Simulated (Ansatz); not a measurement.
## TiO2 (Pbcn):O_i (4-fold void), thermodynamic levels from a 96-atom cell

Wanted: the transition levels of a self-interstitial in TiO2 (Pbcn), from a cell of 96 host atoms with 1 O put in.

Method: place-levels on r2SCAN runs: charge-transition levels and formation energies with image-charge correction and potential alignment at the atomic sites; PAW set soft_1, in Ansatz 0.2.0.

### 1. Starting point

The cell holds 97 atoms: 32 Ti and 65 O. Its edges and angles: a = 9.092 Å, b = 11.028 Å, c = 9.789 Å, α = 90.0°, β = 90.0°, γ = 90.0°. It derives from TiO2 (space group Pbcn). Nearest the centre at fractional (0.312, 0.062, 0.378): O97 at 0.00 Å, O23 at 1.72 Å, O31 at 1.72 Å, O9 at 1.73 Å, Ti52 at 1.73 Å, O12 at 2.29 Å, O30 at 2.38 Å, O10 at 2.44 Å.

The host's dielectric constants go in as inputs: (8.12, 6.56, 7.66) for the electrons alone, (96.87, 32.60, 88.33) with the ions, computed on the host (DFPT, PBEsol, on the r2SCAN cell), and a cell off the functional's own equilibrium shifts the ionic part.

The cell's shortest repeat is 9.1 Å.

### 2. The runs of each charge state

A transition level is the Fermi level at which two charge states cost the same, so each charge needs its own total energy, at its own relaxed structure.

Each atom starts 0.05 Å or so off its site in a random direction. Forces are taken at one point at (¼, ¼, ¼). The cell holds 2 electrons more than the neutral one, with a uniform background that keeps it neutral on the whole.

The sampling was tested on the host first: at the k-points planned (1x1x1 shifted 0.25 0.25 0.25) its energy lies 0.000 eV an atom from the dense-mesh value, under the bound of 0.02 eV set for this test; that bounds the host's error, not the defect's.

One state's input; the others differ in charge, spin, start and seed, and in occupations where the table says so.

The input, qm2.relax/input.yaml:

```yaml
crystal:
  lattice:
    - [9.09219236, 0.0, 0.0]
    - [0.0, 11.02767219, 0.0]
    - [0.0, 0.0, 9.78926936]
  atoms:
    - { symbol: Ti, position: [0.25, 0.33790918, 0.375] }
    - { symbol: Ti, position: [0.0, 0.41209082, 0.125] }
    - { symbol: Ti, position: [0.25, 0.16209082, 0.125] }
    - { symbol: Ti, position: [0.0, 0.08790918, 0.375] }
[... 4 atom lines left out ...]
    - { symbol: O, position: [0.36443544, 0.19091944, 0.29041664] }
    - { symbol: O, position: [0.11443544, 0.05908056, 0.20958336] }
    - { symbol: O, position: [0.38556456, 0.05908056, 0.04041664] }
    - { symbol: O, position: [0.13556456, 0.19091944, 0.45958336] }
[... 2 atom lines left out ...]
    - { symbol: Ti, position: [0.25, 0.16209082, 0.625] }
[... 1 atom line left out ...]
    - { symbol: O, position: [0.36443544, 0.30908056, 0.54041664] }
[... 5 atom lines left out ...]
    - { symbol: O, position: [0.38556456, 0.05908056, 0.54041664] }
[... 1 atom line left out ...]
    - { symbol: Ti, position: [0.25, 0.83790918, 0.375] }
[... 4 atom lines left out ...]
    - { symbol: O, position: [0.11443544, 0.94091944, 0.45958336] }
    - { symbol: O, position: [0.38556456, 0.94091944, 0.29041664] }
[... 9 atom lines left out ...]
    - { symbol: O, position: [0.36443544, 0.80908056, 0.54041664] }
[... 10 atom lines left out ...]
    - { symbol: Ti, position: [0.5, 0.08790918, 0.375] }
[... 5 atom lines left out ...]
    - { symbol: O, position: [0.61443544, 0.05908056, 0.20958336] }
[... 1 atom line left out ...]
    - { symbol: O, position: [0.63556456, 0.19091944, 0.45958336] }
[... 17 atom lines left out ...]
    - { symbol: O, position: [0.61443544, 0.94091944, 0.45958336] }
[... 7 atom lines left out ...]
    - { symbol: Ti, position: [0.5, 0.91209082, 0.625] }
[... 10 atom lines left out ...]
    - { symbol: O, position: [0.312369, 0.062218, 0.378465] }
  host:
    repeats: [2, 2, 2]
    atoms:
      - { symbol: Ti, position: [0.5, 0.67581836, 0.75] }
      - { symbol: Ti, position: [0.0, 0.82418164, 0.25] }
      # ... 10 more atoms of the perfect host
total_charge: -2
basis:
  ecutwfc: 500
  xc_grid: 2
hamiltonian:
  xc: r2scan
  pseudopotentials: { kind: paw, azcp: { folder: soft_1 } }
kpoints:
  mp_grid: { grid: [1, 1, 1], shift: [0.25, 0.25, 0.25] }
scf:
  occupations: { method: fixed }
  max_iter: 100
output:
  forces: true
  charged_corrections:
    epsilon: [8.12, 6.56, 7.66]
    static_epsilon: [96.87, 32.6, 88.33]
    defect_position: [0.312369, 0.062218, 0.378465]
relax:
  f_tol: 0.02
  max_steps: 80
  random_displacement: { amplitude: 0.05, seed: 7150 }
checkpoint:
  write: "../qm2.relax.run"
  compress: false
  write_wavefunctions: true
  write_every: 100000
```

On the command line:

```console
> ansatz run input.yaml --threads 10 --pin off --max-ram 37683MiB --backend cuda --events-out ev --progress --plain --runs-dir out
```

The relaxed structure is kept and the sampling changed to a 2×2×2 shifted mesh.

The run of this state that the levels use, under r2SCAN:

The input, qm2.point/input.yaml:

```yaml
crystal:
  checkpoint: "../qm2.relax.run"
  host: checkpoint
total_charge: -2
basis:
  ecutwfc: 500
  xc_grid: 2
hamiltonian:
  xc: r2scan
  pseudopotentials: { kind: paw, azcp: { folder: soft_1 } }
kpoints:
  mp_grid: { grid: [2, 2, 2], shift: [0.5, 0.5, 0.5] }
scf:
  occupations: { method: fermi_dirac, width: 0.01 }
  max_iter: 100
output:
  forces: true
  eigenvalues: true
  charged_corrections:
    epsilon: [8.12, 6.56, 7.66]
    static_epsilon: [96.87, 32.6, 88.33]
    defect_position: [0.312369, 0.062218, 0.378465]
  eigenstates: { localisation: true }
  populations: true
  band_densities: [{ bands: [v1, v1] }, { bands: [c1, c1] }]
  write_density: true
  write_potential: true
  volumetric_format: npy
checkpoint:
  read: "../qm2.relax.run"
  write: "../qm2.point.run"
  compress: false
  write_wavefunctions: false
  write_every: 100000
```

Relaxations under r2SCAN at one point at (¼, ¼, ¼); times on 1 × NVIDIA H100 80GB HBM3 with 10 threads of AMD EPYC 7R13 (Zen 3), shared host:

```
charge  moment (μB)  occupations    outcome  steps  largest displacement against the far atoms (Å)  time
    −2            0        fixed  converged     10                                            0.78  16 s
    −2            2        fixed  converged     16                                            1.02  32 s
    −1            1        fixed  converged     15                                            0.97  30 s
     0            0        fixed  converged     14                                            0.97  21 s
     0            2        fixed  converged     15                                            0.63  30 s
    +1            1        fixed  converged     21                                            1.38  38 s
```

Single points under r2SCAN at a 2×2×2 shifted mesh; times on 1 × NVIDIA H100 80GB HBM3 with 10 threads of AMD EPYC 7R13 (Zen 3), shared host:

```
charge  moment (μB)  occupations    outcome   time
    −2            0  fermi-dirac  converged  7.6 s
    −2            2  fermi-dirac  converged   19 s
    −1            1  fermi-dirac  converged   19 s
     0            0  fermi-dirac  converged  7.5 s
     0            2  fermi-dirac  converged   19 s
    +1            1  fermi-dirac  converged   19 s
```

Distances (Å) from O97 to the nearest atoms after relaxation with r2SCAN:

```
charge  moment (μB)       1.       2.       3.       4.      5.      6.
    −2            0  Ti 1.89  Ti 2.01  Ti 2.02   O 2.14  O 2.14  O 2.34
    −2            2   O 1.89  Ti 1.96  Ti 1.99  Ti 2.04  O 2.25  O 2.34
    −1            1   O 1.89  Ti 2.00  Ti 2.07  Ti 2.14  O 2.20  O 2.28
     0            0   O 1.42  Ti 1.92  Ti 1.97   O 2.22  O 2.35  O 2.51
     0            2   O 1.93  Ti 1.95   O 2.00  Ti 2.15  O 2.15  O 2.46
    +1            1   O 1.31  Ti 1.99  Ti 2.07   O 2.37  O 2.51  O 2.52
```

### 3. Levels against the band edges, r2SCAN

A charged cell interacts with its images and the background, and its potential has another zero than the host's. place-levels removes the first by a point-charge model, screened by the static dielectric constant since the ions have relaxed around the charge, and the second by comparing potentials at atoms far from the defect.

The host is a run of the defect-free crystal in the same cutoffs, grids and k-points, so that basis and sampling errors cancel in part in the differences. Its band edges come from a run of the primitive cell that searches the zone for them. The host is run in a cell of 24 atoms on a matching mesh. Chemical potentials are energies per atom of O (O2 molecule), run with the same functional and cutoff.

The input, levels.point.yaml:

```yaml
host:
  run: host.point.run
  levels_from: { run: edges.point.run }
states: [qm2.point.run, qm2_M2.point.run, qm1_M1.point.run, q0.point.run, q0_M2.point.run, qp1_M1.point.run]
geometry_from:
  qm2.point.run: qm2.relax.run
  qm2_M2.point.run: qm2_M2.relax.run
  qm1_M1.point.run: qm1_M1.relax.run
  q0.point.run: q0.relax.run
  q0_M2.point.run: q0_M2.relax.run
  qp1_M1.point.run: qp1_M1.relax.run
  host.point.run: host.relax.run
chemical_potentials:
  O:
    energy: -565.989614
    dataset: <sha256 of the dataset>
epsilon: [8.12, 6.56, 7.66]
static_epsilon: [96.87, 32.6, 88.33]
vertical:
  - { from: qm2.point.run, to: qm2.point_neutral.run }
  - { from: qm2_M2.point.run, to: qm2_M2.point_neutral.run }
  - { from: qm1_M1.point.run, to: qm1_M1.point_neutral.run }
  - { from: qp1_M1.point.run, to: qp1_M1.point_neutral.run }
```

On the command line:

```console
> ansatz place-levels levels.point.yaml -- --threads 10 --pin off --max-ram 37683MiB
```

Numbers of over 12 decimals in the logs are rounded to 6 here.

The program printed:

```text
[... repeated set-up lines and file paths are left out, and long positions are rounded to six places ...]
(+1/0) 0.836 eV above the valence edge, 2.210 eV under the conduction edge
(0/-1) 2.592 eV above the valence edge, 0.454 eV under the conduction edge; not on the lower envelope
(-1/-2) 1.466 eV above the valence edge, 1.580 eV under the conduction edge; not on the lower envelope
(0/-2) 2.029 eV above the valence edge, 1.017 eV under the conduction edge: charges between them are lowest nowhere
formation energy of charge +1: +1.547 eV with the Fermi level at the valence edge
formation energy of charge 0: +2.383 eV with the Fermi level at the valence edge
formation energy of charge -1: +4.975 eV with the Fermi level at the valence edge
formation energy of charge -2: +6.441 eV with the Fermi level at the valence edge
vertical -2 to 0: no energy, since no alignment is typed
  the change from vertical[0].from (qm2.point.run) to vertical[0].to (qm2.point_neutral.run): by its potential at epsilon [8.12, 6.56, 7.66] it stands at 0.252 0.006 0.374, with an rms radius of about 3.9 Å (2.8 2.0 1.9 Å across the planes of the cell's [...]
vertical -2 to 0: no energy, since no alignment is typed
  the change from vertical[1].from (qm2_M2.point.run) to vertical[1].to (qm2_M2.point_neutral.run): by its spins about the atoms it stands at 0.334 0.218 0.283, with an rms radius of about 2.6 Å (1.6 1.4 1.5 Å across the planes of the cell's vectors); [...]
vertical -1 to 0: no energy, since no alignment is typed
  the change from vertical[2].from (qm1_M1.point.run) to vertical[2].to (qm1_M1.point_neutral.run): by its spins about the atoms it stands at 0.351 0.975 0.290, with an rms radius of about 1.9 Å (1.3 1.2 0.8 Å across the planes of the cell's vectors); [...]
vertical +1 to 0: no energy, since no alignment is typed
  the change from vertical[3].from (qp1_M1.point.run) to vertical[3].to (qp1_M1.point_neutral.run): by its potential at epsilon [8.12, 6.56, 7.66] it stands at 0.405 0.197 0.320, with an rms radius of about 1.2 Å (0.5 0.7 0.8 Å across the planes of the cell's [...]
  edges by r2scan of host.levels_from (edges.point.run), its mesh sampled to repeats of 27.28 Å (the valence edge +0.137 eV and the conduction edge -0.074 eV from those of the host's own run), gap 3.046 eV; the host is sampled to repeats of 26.72 Å
  the defect's cells are sampled to repeats of 26.72 Å, like sampling
  charge +1: -117254.8838 eV with its correction of +0.163 eV, at epsilon [96.87, 32.6, 88.33], aligned at sites: +0.1376 eV, mean over 58 atomic sites at or beyond 4.55 Å from the defect at [0.3124, 0.0622, 0.3785], with +0.056881 for the charge's moments [...]
  charge 0: +0.000 eV for its dipole among its images, +0.000 omitted
  charge -1: -117234.2572 eV with its correction of -0.118 eV, at epsilon [96.87, 32.6, 88.33], aligned at sites: +0.1437 eV, mean over 58 atomic sites at or beyond 4.55 Å from the defect at [0.3124, 0.0622, 0.3785], with -0.000743 for the charge's moments [...]
  charge -2: -117224.1916 eV with its correction of -0.319 eV, at epsilon [96.87, 32.6, 88.33], aligned at sites: +0.2105 eV, mean over 58 atomic sites at or beyond 4.55 Å from the defect at [0.3124, 0.0622, 0.3785], with +0.051690 for the charge's moments [...]
  charge 0: states[4] (q0_M2.point.run) stands 1.858 eV higher, with a moment of 2.00 μB against 0.00
  charge -2: states[1] (qm2_M2.point.run) stands 1.423 eV higher, with a moment of 2.00 μB against 0.00
  of states[5] (qp1_M1.point.run): the far atoms show a dipole or second moment of the defect's charge, for which the correction takes or leaves out 0.057 eV: further moments aren't read, and the relaxed atoms' own pattern can pass for one, so compare a [...]
  of states[3] (q0.point.run): its displacements don't fall off away from the defect: farther atoms stand 0.026 Å off the host's places. [...]
  of states[2] (qm1_M1.point.run): the far atoms show a dipole or second moment of the defect's charge, for which the correction takes or leaves out 0.084 eV: further moments aren't read, and the relaxed atoms' own pattern can pass for one, so compare a [...]
  of states[0] (qm2.point.run): it parts from the run at its places by a charge that spreads by about 2.8 Å along one vector (1.6 Å or more is wide), by its potential at epsilon [8.12, 6.56, 7.66], taken for that of held ions (one typed too small widens it), [...]
  of states[4] (q0_M2.point.run): its displacements don't fall off away from the defect: farther atoms stand 0.021 Å off the host's places. [...]
  of states[1] (qm2_M2.point.run): it parts from the run that its charge is read beside by 2 carriers, of which the mean alone is read, by the spins about the atoms: that is narrow, but one of them can be a band state's beside narrower ones, where a level is [...]
  of vertical[0].from (qm2.point.run): it parts from the run at its places by a charge that spreads by about 2.8 Å along one vector (1.6 Å or more is wide), by its potential at epsilon [8.12, 6.56, 7.66], taken for that of held ions (one typed too small [...]
  of vertical[1].from (qm2_M2.point.run): its displacements don't fall off away from the defect: farther atoms stand 0.033 Å off the host's places. [...]
  of vertical[1].to (qm2_M2.point_neutral.run): its displacements don't fall off away from the defect: farther atoms stand 0.033 Å off the host's places. [...]
  of vertical[2].from (qm1_M1.point.run): its displacements don't fall off away from the defect: farther atoms stand 0.036 Å off the host's places. [...]
  of vertical[2].to (qm1_M1.point_neutral.run): its displacements don't fall off away from the defect: farther atoms stand 0.036 Å off the host's places. [...]
  of vertical[3].from (qp1_M1.point.run): its displacements don't fall off away from the defect: farther atoms stand 0.037 Å off the host's places. [...]
  of vertical[3].to (qp1_M1.point_neutral.run): its displacements don't fall off away from the defect: farther atoms stand 0.037 Å off the host's places. [...]
```

Elapsed: 0.78 s, on 10 threads of AMD EPYC 7R13 (Zen 3), shared host.

Under r2SCAN the gap is 3.05 eV, (+1/0) 0.84, (0/−1) 2.59, (−1/−2) 1.47 eV; the steps are inverted, so the lowest state changes at (0/−2) 2.03 eV.

Levels between the charges placed, in eV above the valence top:

```
        gap (eV)  (+1/0)  (0/−1)  (−1/−2)
r2SCAN      3.05    0.84    2.59     1.47
```

Corrections by state:

```
charge  moment (μB)  image terms and alignment (eV)  band filling (eV)                                  ε used  over the lowest of its charge, as the program ranks them, band filling apart (eV)
    +1          1.0                           0.163                  -  principal values (32.60, 88.33, 96.87)                                                                              0.000
     0          0.0                           0.000                  -                                       -                                                                              0.000
    −1          1.0                          -0.118                  -  principal values (32.60, 88.33, 96.87)                                                                              0.000
    −2          0.0                          -0.319                  -  principal values (32.60, 88.33, 96.87)                                                                              0.000
     0          2.0                           0.000                  -                                       -                                                                              1.858
    −2          2.0                          -0.278                  -  principal values (32.60, 88.33, 96.87)                                                                              1.423
```

The charged structures listed were also run neutral, and place-levels reads from each pair, by the potential or the spins, how wide the charge is by which they differ; that can be the carrier of either run.

```
charge  rms radius (Å)  spread where it is widest against the cell (Å)  wide from (Å)  reading
    +1             1.2                                            0.84           1.70   narrow
    −1             1.9                                            1.29           1.57   narrow
    −2             3.9                                            2.81           1.57     wide
```

The neutral runs of these pairs need not share the spin of the lowest neutral state, and very wide values only mean spread over the cell.

From the program's caveats on the states, each cut to its opening words:

- charge +1 (1 μB): the far atoms show a dipole or second moment of the defect's charge, for which the correction takes or leaves out 0.057 eV: further moments aren't read, and [...]
- charge +1 (1 μB): its displacements don't fall off away from the defect: farther atoms stand 0.037 Å off the host's places
- charge +1 (1 μB), −1 (1 μB), 0 (2 μB), −2 (2 μB): flagged: stability check not made
- charge 0: its displacements don't fall off away from the defect: farther atoms stand 0.026 Å off the host's places
- charge −1 (1 μB): the far atoms show a dipole or second moment of the defect's charge, for which the correction takes or leaves out 0.084 eV: further moments aren't read, and [...]
- charge −1 (1 μB): its displacements don't fall off away from the defect: farther atoms stand 0.036 Å off the host's places
- charge −2: it parts from the run at its places by a charge that spreads by about 2.8 Å along one vector (1.6 Å or more is wide), by its potential at epsilon [8.12, 6.56, [...]
- charge −2: the far atoms show a dipole or second moment of the defect's charge, for which the correction takes or leaves out 0.103 eV: further moments aren't read, and [...]
- charge 0 (2 μB): its displacements don't fall off away from the defect: farther atoms stand 0.021 Å off the host's places
- charge −2 (2 μB): it parts from the run that its charge is read beside by 2 carriers, of which the mean alone is read, by the spins about the atoms: that is narrow, but one of [...]
- charge −2 (2 μB): its displacements don't fall off away from the defect: farther atoms stand 0.033 Å off the host's places
- charge −2 (2 μB): its moments are held at its close (magnetization.spin_locking), by a field of 0.265 eV a Bohr magneton, and its energy and levels are of the state that this [...]

The host's formation energy from the elements is -3.318 eV per atom; it sets how far the chemical potentials can move.

Limit set by the element alone; other compounds of these elements are not counted. Chemical potentials from the elements' reference states: O 0.00 eV, Ti -9.95 eV. Formation energy by charge state (O-rich; gap 3.05 eV):

```
charge  at valence top (eV)  at conduction bottom (eV)  correction included (eV)
    +1                 1.55                       4.59                      0.16
     0                 2.38                       2.38                      0.00
    −1                 4.97                       1.93                     -0.12
    −2                 6.44                       0.35                     -0.32
```

(Fermi level (eV), lowest formation energy (eV)): (0.00, 1.55), (0.28, 1.82), (0.55, 2.10), (0.83, 2.38), (1.11, 2.38), (1.38, 2.38), (1.66, 2.38), (1.94, 2.38), (2.22, 2.01), (2.49, 1.46), (2.77, 0.90), (3.05, 0.35)

Limit set by the element alone; other compounds of these elements are not counted. Chemical potentials from the elements' reference states: Ti 0.00 eV, O -4.98 eV. Formation energies (Ti-rich), with the Fermi level at the valence top and at the conduction bottom (gap 3.05 eV):

```
charge  at valence top (eV)  at conduction bottom (eV)  correction included (eV)
    +1                 6.52                       9.57                      0.16
     0                 7.36                       7.36                      0.00
    −1                 9.95                       6.91                     -0.12
    −2                11.42                       5.33                     -0.32
```

Fermi level (eV), lowest formation energy (eV) and a bar from the least value:
```
     0.00       6.52 ##################
     0.28       6.80 ######################
     0.55       7.08 ##########################
     0.83       7.35 ##############################
     1.11       7.36 ##############################
     1.38       7.36 ##############################
     1.66       7.36 ##############################
     1.94       7.36 ##############################
     2.22       6.99 ########################
     2.49       6.43 ################
     2.77       5.88 ########
     3.05       5.33
```

(Part 1 of 2 ends here.)

[Logs are printed without paths, hosts, clocks, repeated set-up lines and the standing remarks that a program may print on its own settings, such as how far it seeks lower states.]

[Hosts, paths, dates, database ids (printed as entryN), source tags and the programs' standing remarks are cut or masked in the printed files.]

[Where a table of states has a column of steps, it counts the stored structures, which are thinned; the runs took as many ionic steps or more.]

[A defect's name tells the site on which it was built; relaxed atoms can leave that site.]

[For some hosts the program warned that the k-mesh of the response run may be too coarse for force constants and the static dielectric constant; such warnings are not shown here.]
